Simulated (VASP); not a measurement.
# Pm (Fm-3m) in VASP: notebook

The runs below take Pm through single point, with LDA.

Program: VASP 6.6.1. These are calculated values, not measurements. Logs are shortened: lines on timing, memory, paths and dates and some standing lists are left out, and cuts for length are marked.

## 1. The crystal as given

Symmetry: Fm-3m, No. 225, cubic system. The conventional cell has a = 5.168 Å, b = 5.168 Å, c = 5.168 Å, α = 90.00°, β = 90.00°, γ = 90.00°. Around Pm (site symmetry m-3m) lie 12 Pm at 3.65 Å.

This isn't the form of Pm at room conditions, which is double hcp.

## 2. Single point, LDA, collinear spin, ferromagnetic start

INCAR reads:

```
PREC     = Accurate       # precision mode
ENCUT    = 450            # plane-wave cutoff, eV
EDIFF    = 1E-6           # SCF threshold, eV
ISMEAR   = -1             # smearing method
SIGMA    = 0.2            # smearing width, eV
LREAL    = F              # projectors in reciprocal space
LASPH    = T              # aspherical terms in the spheres
NELM     = 100            # most SCF steps
ALGO     = Normal         # electronic algorithm
ISIF     = 2              # what is computed and relaxed
LWAVE    = F              # write WAVECAR
LCHARG   = F              # write CHGCAR
ISPIN    = 2              # spin polarisation
MAGMOM   = 4              # initial moments
LORBIT   = 11             # projections on sites
LMAXMIX  = 6              # l up to which the mixer works
GGA      = CA             # functional
NBANDS   = 18             # bands
ADDGRID  = T
```

KPOINTS reads:

```
Automatic mesh
0
Gamma
  5 5 5
```

POSCAR reads:

```
Pm
1.0
   -0.0555010000      2.5655700000      2.5293400000
    2.5242190000     -0.0080540000      2.4818930000
    2.6229240000      2.6168280000     -0.1067590000
Pm
1
Direct
    0.0077670000      0.0042080000     -0.0216400000
```

Potentials or basis: VASP PAW PBE potentials, release 64 (Pm).

Command:

```bash
cat potpaw_PBE.64/Pm/POTCAR > POTCAR
mpirun -np 1 vasp_std > vasp.out
```

OUTCAR:

```text
PREC = Accurate
   ENCUT = 450
   EDIFF = 1E-6
   ISMEAR = -1
   LREAL = F
   LASPH = T
   NELM = 100
   ISIF = 2
   ISPIN = 2
   LORBIT = 11
   GGA = CA

 Found     63 irreducible k-points:

 Following reciprocal coordinates:
            Coordinates               Weight
  0.000000  0.000000  0.000000      1.000000
  0.200000  0.000000  0.000000      2.000000
  0.400000 -0.000000  0.000000      2.000000
  0.000000  0.200000 -0.000000      2.000000
  0.200000  0.200000  0.000000      2.000000
  0.400000  0.200000  0.000000      2.000000
   k-points           NKPTS =     63   k-points in BZ     NKDIM =     63   number of bands    NBANDS=     18
   number of dos      NEDOS =    301   number of ions     NIONS =      1
   total plane-waves  NPLWV =  18816
   dimension x,y,z NGX =    28 NGY =   24 NGZ =   28
   dimension x,y,z NGXF=    56 NGYF=   48 NGZF=   56
   ions per type =               1
   NGX,Y,Z   is equivalent  to a cutoff of  12.92, 11.27, 12.56 a.u.
   NGXF,Y,Z  is equivalent  to a cutoff of  25.84, 22.54, 25.12 a.u.
 SYSTEM =  unknown system
   PREC   = accura    normal or accurate (medium, high low for compatibility)
   ISTART =      0    job   : 0-new  1-cont  2-samecut
   ICHARG =      2    charge: 1-file 2-atom 10-const
   ISPIN  =      2    spin polarized calculation?
   LNONCOLLINEAR =      F non collinear calculations
   LSORBIT =      F    spin-orbit coupling
   LASPH  =      T    aspherical Exc in radial PAW
   ENCUT  =  450.0 eV  33.07 Ry    5.75 a.u.   6.23  6.12  6.41*2*pi/ulx,y,z
   NELM   =    100;   NELMIN=  2; NELMDL= -5     # of ELM steps
   EDIFF  = 0.1E-05   stopping-criterion for ELM
[... 19 lines left out ...]
     AMIX_MAG =   1.60;   BMIX_MAG =  1.00
  volume/ion in A,a.u.               =      34.51       232.91
  Fermi-wavevector in a.u.,A,eV,Ry     =   1.240052  2.343359 20.922083  1.537730
  Thomas-Fermi vector in A             =   2.374509
   LORBIT       =     11    0 simple, 1 ext, 2 COOP (PROOUT), +10 PAW based schemes
[... 5 lines left out ...]
   LRPA    =     F    only Hartree local field effects (RPA)
 spin polarized calculation
  energy-cutoff  :      450.00
  volume of cell :       34.51
 maximum number of plane-waves:       757
 NGX is ok and might be reduce to    28

 number of electron      15.0000000 magnetization       5.0806669

 Free energy of the ion-electron system (eV)
  ---------------------------------------------------
  ext. energy  EPLUGINS =         0.00000000
  ---------------------------------------------------
  free energy    TOTEN  =        -8.46482824 eV

  energy without entropy =       -7.53835569  energy(sigma->0) =       -8.00159196

 E-fermi :   5.5647     XC(G=0): -10.0593

 val. band max:        5.5611833109   @ k =   0.4000   0.2000   0.2000
 cond. band min:       5.5651268009   @ k =  -0.0000  -0.2000   0.2000
 fundamental gap:      0.0039434900
 Fermi energy:         5.5646573880

 spin component 1

 k-point     1 :       0.0000    0.0000    0.0000
  band No.  band energies     occupation
      1     -32.8922      1.00000
      2     -12.9625      1.00000
      3     -12.9045      1.00000
      4     -12.8595      1.00000
      5       1.4337      1.00000
      6       5.1118      0.90587
[... 10 lines left out ...]
     17       9.8531      0.00000
     18      14.8908      0.00000

 k-point     2 :       0.2000    0.0000    0.0000
  band No.  band energies     occupation
      1     -32.8535      1.00000
      2     -13.3014      1.00000
      3     -12.9854      1.00000
      4     -12.9124      1.00000
      5       2.4420      1.00000
      6       5.0795      0.91876
[... 10 lines left out ...]
     17       9.6879      0.00000
     18      15.4633      0.00000

 k-point     3 :       0.4000   -0.0000    0.0000
  band No.  band energies     occupation
      1     -32.7901      1.00000
      2     -13.8692      1.00000
      3     -13.0413      1.00000
      4     -12.9942      1.00000
      5       3.5569      0.99996
      6       5.1640      0.88115
[... 34 lines left out ...]
 k-point     5 :       0.2000    0.2000    0.0000
  band No.  band energies     occupation
      1     -32.8362      1.00000
      2     -13.2852      1.00000
      3     -13.0671      1.00000
      4     -13.0358      1.00000
      5       2.8301      1.00000
      6       4.9834      0.94816
[... 10 lines left out ...]
     17      10.2193      0.00000
     18      17.3670      0.00000

 k-point     6 :       0.4000    0.2000    0.0000
  band No.  band energies     occupation
      1     -32.7814      1.00000
      2     -13.6803      1.00000
      3     -13.1813      1.00000
      4     -13.1423      1.00000
      5       4.0837      0.99939
      6       5.0624      0.92494
[... 10 lines left out ...]
     17      11.3963      0.00000
     18      15.4562      0.00000

 [... further k-points ...]

 spin component 2

 k-point     1 :       0.0000    0.0000    0.0000
  band No.  band energies     occupation
      1     -30.9376      1.00000
      2     -11.3995      1.00000
      3     -11.3301      1.00000
      4     -11.2785      1.00000
      5       2.1299      1.00000
      6       7.6797      0.00003
[... 10 lines left out ...]
     17      10.7689      0.00000
     18      15.8940      0.00000

 k-point     2 :       0.2000    0.0000    0.0000
  band No.  band energies     occupation
      1     -30.8932      1.00000
      2     -11.7810      1.00000
      3     -11.4234      1.00000
      4     -11.3369      1.00000
      5       3.1715      0.99999
      6       6.9474      0.00099
[... 10 lines left out ...]
     17      10.6831      0.00000
     18      16.2713      0.00000

 k-point     3 :       0.4000   -0.0000    0.0000
  band No.  band energies     occupation
      1     -30.8203      1.00000
      2     -12.4149      1.00000
      3     -11.4856      1.00000
      4     -11.4274      1.00000
      5       4.3018      0.99819
      6       7.4193      0.00009
[... 34 lines left out ...]
 k-point     5 :       0.2000    0.2000    0.0000
  band No.  band energies     occupation
      1     -30.8735      1.00000
      2     -11.7616      1.00000
      3     -11.5137      1.00000
      4     -11.4768      1.00000
      5       3.5645      0.99995
      6       6.4812      0.01012
[... 10 lines left out ...]
     17      11.1931      0.00000
     18      18.0866      0.00000

 k-point     6 :       0.4000    0.2000    0.0000
  band No.  band energies     occupation
      1     -30.8106      1.00000
      2     -12.2039      1.00000
      3     -11.6386      1.00000
      4     -11.5981      1.00000
      5       4.8405      0.97394
      6       6.2576      0.03033
[... 10 lines left out ...]
     17      12.4204      0.00000
     18      16.3692      0.00000

 [... further k-points ...]
[... 5 lines left out ...]
  --------------------------------------------------------------------------------------
  -------------------------------------------------------------------------------------
  Total       -0.6485538     -0.6565830     -0.6190283     -0.0649046      0.0911366      0.2332958
  in kB      -30.1065382    -30.4792658    -28.7359337     -3.0129370      4.2306557     10.8298315
  external PRESSURE =     -29.7739126 kB  Pullay stress =       0.0000000 kB

 VOLUME and BASIS-vectors are now :
 -----------------------------------------------------------------------------
  energy-cutoff  :      450.00
  volume of cell :       34.51
      direct lattice vectors                 reciprocal lattice vectors
    -0.055501000  2.565570000  2.529340000    -0.188150331  0.196421533  0.191996440
     2.524219000 -0.008054000  2.481893000     0.199708474 -0.192047705  0.199180755
     2.622924000  2.616828000 -0.106759000     0.185079531  0.188976904 -0.187622612

 POSITION                                       TOTAL-FORCE (eV/Angst)
 -----------------------------------------------------------------------------------
      2.57635      2.58009     -0.07436         0.000000      0.000000      0.000000
 -----------------------------------------------------------------------------------
    total drift:                                0.000000      0.000000      0.000001

  FREE ENERGIE OF THE ION-ELECTRON SYSTEM (eV)
  ---------------------------------------------------
  free  energy   TOTEN  =        -8.4648282443 eV

  energy  without entropy=       -7.5383556854  energy(sigma->0) =       -8.00159196

 total charge

# of ion       s       p       d       f       tot
--------------------------------------------------
    1        2.046   5.476   0.497   4.390  12.409

 magnetization (x)

# of ion       s       p       d       f       tot
--------------------------------------------------
    1       -0.001   0.025   0.161   4.373   4.558
```

Run time: 42 s. Hardware: 1 thread of Intel Xeon 6975P-C (Granite Rapids), shared host; peak memory 0.27 GiB.

The run converged, but some of its settings lie outside the range that counts as converged, so its numbers aren't taken as properties of the crystal.

Results:

* Free energy: -8.4648 eV
* Pressure: -3.0 GPa
* Band gap on the k mesh: none (metal or under the smearing width)
* Net moment: 5.08 μB per cell
* Site moments: Pm +4.56 μB
* Valence electrons inside the program's atomic spheres: Pm 12.41

Caveat: the k mesh is coarse (spacing up to 0.43 Å⁻¹), so the values aren't converged; the magnetic or orbital state may not be the lowest; the PAW data sets were made with another functional, which shifts forces and pressure a little; spin-orbit coupling is left out, which moves the levels of the heavy elements.

## 3. Single point, LDA, collinear spin, ferromagnetic start

This run uses another cell than the first one, of the same volume but with other edges.

Changes to INCAR since step 2:

```diff
@@ -6,3 +6,3 @@
 LREAL    = F              # projectors in reciprocal space
-LASPH    = T              # aspherical terms in the spheres
+LASPH    = F              # aspherical terms in the spheres
 NELM     = 100            # most SCF steps
@@ -18,2 +18,2 @@
 NBANDS   = 18             # bands
-ADDGRID  = T
+ADDGRID  = F
```

KPOINTS is that of step 2.

POSCAR reads:

```
Pm
1.0
    0.0000000000      2.5841748100      2.5841748100
    2.5841748100      0.0000000000      2.5841748100
    2.5841748100      2.5841748100      0.0000000000
Pm
1
Direct
    0.0000000000      0.0000000000      0.0000000000
```

Potentials or basis: VASP PAW PBE potentials, release 64 (Pm).

Command:

```bash
cat potpaw_PBE.64/Pm/POTCAR > POTCAR
mpirun -np 1 vasp_std > vasp.out
```

OUTCAR:

```text
PREC = Accurate
   ENCUT = 450
   EDIFF = 1E-6
   ISMEAR = -1
   LREAL = F
   LASPH = F
   NELM = 100
   ISIF = 2
   ISPIN = 2
   LORBIT = 11
   GGA = CA

 Found     10 irreducible k-points:

 Following reciprocal coordinates:
            Coordinates               Weight
  0.000000  0.000000  0.000000      1.000000
  0.200000  0.000000  0.000000      8.000000
  0.400000  0.000000  0.000000      8.000000
  0.200000  0.200000  0.000000      6.000000
  0.400000  0.200000  0.000000     24.000000
 -0.400000  0.200000  0.000000     24.000000
   k-points           NKPTS =     10   k-points in BZ     NKDIM =     10   number of bands    NBANDS=     18
   number of dos      NEDOS =    301   number of ions     NIONS =      1
[... 338 lines left out ...]
  Total       -0.5591277     -0.5591277     -0.5591277      0.0000000      0.0000000      0.0000000
  in kB      -25.9552929    -25.9552929    -25.9552929      0.0000000      0.0000000      0.0000000
  external PRESSURE =     -25.9552929 kB  Pullay stress =       0.0000000 kB

 VOLUME and BASIS-vectors are now :
 -----------------------------------------------------------------------------
  energy-cutoff  :      450.00
  volume of cell :       34.51
      direct lattice vectors                 reciprocal lattice vectors
     0.000000000  2.584174810  2.584174810    -0.193485363  0.193485363  0.193485363
     2.584174810  0.000000000  2.584174810     0.193485363 -0.193485363  0.193485363
     2.584174810  2.584174810  0.000000000     0.193485363  0.193485363 -0.193485363

 POSITION                                       TOTAL-FORCE (eV/Angst)
 -----------------------------------------------------------------------------------
      0.00000      0.00000      0.00000         0.000000      0.000000      0.000000
 -----------------------------------------------------------------------------------
    total drift:                               -0.000000     -0.000000     -0.000000

  FREE ENERGIE OF THE ION-ELECTRON SYSTEM (eV)
  ---------------------------------------------------
  free  energy   TOTEN  =        -8.4735726957 eV

  energy  without entropy=       -7.5464148615  energy(sigma->0) =       -8.00999378

 total charge

# of ion       s       p       d       f       tot
--------------------------------------------------
    1        2.046   5.476   0.495   4.390  12.408

 magnetization (x)

# of ion       s       p       d       f       tot
--------------------------------------------------
    1       -0.001   0.026   0.160   4.373   4.558
```

OSZICAR:

```text
N       E                     dE             d eps       ncg     rms          rms(c)
DAV:   1     0.107890628598E+03    0.10789E+03   -0.57056E+03   744   0.120E+03
DAV:   2     0.511432246492E+01   -0.10278E+03   -0.91177E+02   836   0.189E+02
DAV:   3    -0.712384123181E+01   -0.12238E+02   -0.11515E+02   920   0.774E+01
DAV:   4    -0.783689534278E+01   -0.71305E+00   -0.70424E+00  1136   0.180E+01
DAV:   5    -0.785608239284E+01   -0.19187E-01   -0.19165E-01   978   0.253E+00    0.287E+01
DAV:   6    -0.192411265471E+02   -0.11385E+02   -0.54549E+01   886   0.635E+01    0.387E+01
DAV:   7    -0.896816476277E+01    0.10273E+02   -0.17115E+01   888   0.337E+01    0.840E+00
DAV:   8    -0.872536262151E+01    0.24280E+00   -0.36680E+00  1032   0.174E+01    0.126E+01
DAV:   9    -0.851498154499E+01    0.21038E+00   -0.19954E-01  1072   0.465E+00    0.511E+00
DAV:  10    -0.849735073228E+01    0.17631E-01   -0.21039E-01   974   0.503E+00    0.342E+00
DAV:  11    -0.847486678582E+01    0.22484E-01   -0.25873E-02  1018   0.185E+00    0.900E-01
DAV:  12    -0.847430207831E+01    0.56471E-03   -0.61658E-04  1166   0.207E-01    0.633E-01
DAV:  13    -0.847362612884E+01    0.67595E-03   -0.19320E-03   906   0.486E-01    0.176E-01
DAV:  14    -0.847357405399E+01    0.52075E-04   -0.84029E-05  1094   0.968E-02    0.260E-02
DAV:  15    -0.847357614069E+01   -0.20867E-05   -0.34388E-06   834   0.186E-02    0.431E-02
DAV:  16    -0.847357297600E+01    0.31647E-05   -0.81057E-06   774   0.318E-02    0.134E-02
DAV:  17    -0.847357269573E+01    0.28027E-06   -0.12464E-06   394   0.130E-02
   1 F= -.84735727E+01 E0= -.80099938E+01  d E =-.927158E+00  mag=     5.0790
```

It took 7.7 s on 1 thread of Intel Xeon 6975P-C (Granite Rapids), shared host; peak memory 0.15 GiB.

The run converged, but some of its settings lie outside the range that counts as converged, so its numbers aren't taken as properties of the crystal.

Results:

```yaml
Free_energy: -8.4736 eV
Pressure: -2.6 GPa
Band_gap_on_the_k_mesh: none (metal or under the smearing width)
Net_moment: 5.08 μB per cell
Site_moments: Pm +4.56 μB
Valence_electrons_inside_the_program's_atomic_spheres: Pm 12.41
```

Caveat: the k mesh is coarse (spacing up to 0.42 Å⁻¹), so the values aren't converged; the magnetic or orbital state may not be the lowest; the PAW data sets were made with another functional, which shifts forces and pressure a little; spin-orbit coupling is left out, which moves the levels of the heavy elements.

## 4. Single point, LDA, collinear spin, ferromagnetic start

INCAR is that of step 3.

KPOINTS is that of step 3.

POSCAR reads:

```
Pm
1.0
   -0.0555010000      2.5655700000      2.5293400000
    2.5242190000     -0.0080540000      2.4818930000
    2.6229240000      2.6168280000     -0.1067590000
Pm
1
Direct
    0.0077670000      0.0042080000     -0.0216400000
```

Command:

```bash
cat potpaw_PBE.64/Pm/POTCAR > POTCAR
mpirun -np 1 vasp_std > vasp.out
```

Run time: 33 s. Hardware: 1 thread of Intel Xeon 6975P-C (Granite Rapids), shared host; peak memory 0.18 GiB.

These settings aren't checked as converged: the numbers below hold their error.

Results:

```
Free energy                                           : -8.4648 eV
Pressure                                              : -3.0 GPa
Band gap on the k mesh                                : none (metal or under the smearing width)
Net moment                                            : 5.08 μB per cell
Site moments                                          : Pm +4.56 μB
Valence electrons inside the program's atomic spheres : Pm 12.41
```

Caveat: the k mesh is coarse (spacing up to 0.43 Å⁻¹), so the values aren't converged; the magnetic or orbital state may not be the lowest; the PAW data sets were made with another functional, which shifts forces and pressure a little; spin-orbit coupling is left out, which moves the levels of the heavy elements.

## 5. Single point, LDA, collinear spin, ferromagnetic start

This run uses another cell than the first one, of the same volume but with other edges.

Changes to INCAR since step 4:

```diff
@@ -1,8 +1,8 @@
-PREC     = Accurate       # precision mode
+PREC     = Normal         # precision mode
 ENCUT    = 450            # plane-wave cutoff, eV
-EDIFF    = 1E-6           # SCF threshold, eV
+EDIFF    = 1E-4           # SCF threshold, eV
 ISMEAR   = -1             # smearing method
 SIGMA    = 0.2            # smearing width, eV
-LREAL    = F              # projectors in reciprocal space
-LASPH    = F              # aspherical terms in the spheres
+LREAL    = Auto         
+LASPH    = T              # aspherical terms in the spheres
 NELM     = 100            # most SCF steps
```

KPOINTS is that of step 4.

POSCAR reads:

```
Pm
1.0
    0.0000000000      2.5841748100      2.5841748100
    2.5841748100      0.0000000000      2.5841748100
    2.5841748100      2.5841748100      0.0000000000
Pm
1
Direct
    0.0000000000      0.0000000000      0.0000000000
```

Command:

```bash
cat potpaw_PBE.64/Pm/POTCAR > POTCAR
mpirun -np 1 vasp_std > vasp.out
```

Wall time 5.7 s (1 thread of Intel Xeon 6975P-C (Granite Rapids), shared host); peak memory 0.13 GiB.

The run converged, but some of its settings lie outside the range that counts as converged, so its numbers aren't taken as properties of the crystal.

What came out:

* Free energy: -8.4732 eV
* Pressure: -2.6 GPa
* Band gap on the k mesh: none (metal or under the smearing width)
* Net moment: 5.08 μB per cell
* Site moments: Pm +4.56 μB
* Valence electrons inside the program's atomic spheres: Pm 12.41

Caveat: the k mesh is coarse (spacing up to 0.42 Å⁻¹), so the values aren't converged; the magnetic or orbital state may not be the lowest; the PAW data sets were made with another functional, which shifts forces and pressure a little; spin-orbit coupling is left out, which moves the levels of the heavy elements.

## 6. The reference run

An earlier run on the cell as given: functional PBE; potentials or basis VASP PAW PBE potentials, release 64 (Pm); cutoff 520 eV; k mesh 9 × 9 × 9; occupations fermi-dirac, width 0.05 eV; collinear spin, ferromagnetic start; starting moments [4.0] μB.

- Pressure: 1.1 GPa
- Band gap on the k mesh: none (metal or under the smearing width)
- Net moment: 5.45 μB per cell
- Site moments: Pm +4.67 μB
- Valence electrons inside the program's atomic spheres: Pm 12.42
